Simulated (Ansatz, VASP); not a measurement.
## One calculation of HfB2, two programs

File INCAR:

```
SYSTEM = HfB2
PREC = Accurate
ENCUT = 520
EDIFF = 1E-8
ISMEAR = -1
SIGMA = 0.03
LREAL = .FALSE.
LASPH = .TRUE.
NELM = 80
ALGO = Normal
ISIF = 2
LWAVE = .FALSE.
LCHARG = .FALSE.
GGA = PE
LEFG = .TRUE.
NBANDS = 15
```

Contents of KPOINTS:

```
regular mesh
0
G
  15 15 12
  0 0 0
```

File POSCAR:

```
HfB2
1.0
    3.1400001005      0.0000000000      0.0000000000
   -1.5700000503      2.7193198549      0.0000000000
    0.0000000000      0.0000000000      3.4800000000
Hf B
1 2
Direct
    0.0000000000      0.0000000000      0.0000000000
    0.3333333333      0.6666666667      0.5000000000
    0.6666666667      0.3333333333      0.5000000000
```

Input for Ansatz:

```yaml
crystal:
  lattice:
    - [3.1400001005, 0.0, 0.0]
    - [-1.5700000503, 2.7193198549, 0.0]
    - [0.0, 0.0, 3.48]
  atoms:
    - { symbol: Hf, position: [0.0, 0.0, 0.0] }
    - { symbol: B, position: [0.3333333333, 0.6666666667, 0.5] }
    - { symbol: B, position: [0.6666666667, 0.3333333333, 0.5] }
kpoints:
  mp_grid: { grid: [15, 15, 12] }
  band_path:
    path:
      - [0.0, 0.0, 0.0]
      - [0.5, 0.0, 0.0]
      - [0.3333333333, 0.3333333333, 0.0]
      - [0.0, 0.0, 0.0]
      - [0.0, 0.0, 0.5]
      - [0.5, 0.0, 0.5]
      - [0.3333333333, 0.3333333333, 0.5]
      - [0.0, 0.0, 0.5]
      - [0.5, 0.0, 0.5]
    npoints: 14
scf:
  occupations: { method: fermi_dirac, width: 0.03 }
hamiltonian:
  xc: pbe
  pseudopotentials: { kind: paw }
output:
  forces: true
  stress: true
  eigenvalues: true
  efg: { contact_densities: true }
  populations: true
  bader: true
  dos: { projected: true, de: 0.2, e_range: [-14, 8] }
  write_density: true
  write_potential: true
  elf: true
  volumetric_format: npy
```

Alike in both runs: task electric field gradients; functional PBE; k mesh 15 × 15 × 12; occupations fermi-dirac, width 0.03 eV; no spin polarisation.

|  | VASP | Ansatz |
| --- | --- | --- |
| version | VASP 6.6.1 | Ansatz 0.2.0 |
| potentials or method | VASP PAW PBE potentials, release 64 (Hf_pv, B) | PAW with Ansatz's default frozen-core files, scalar-relativistic |
| plane-wave cutoff (eV) | 520 | 420 |
| valence electrons in the cell | 16 | 32 |

```tsv
	VASP	Ansatz	Ansatz less VASP
pressure (GPa)	1.0	1.3	+0.37
largest component of the traceless stress (GPa)	0.22	0.01	-0.214
Vzz of the field gradient on the site that differs most (V/Å²)	77.2	106.3	+29.04
```

The two sets of potentials don't hold the same shells in valence. Ansatz warned: «gradients_without_spin_orbit».

Spin-orbit coupling is left out, which matters for the levels of Hf.
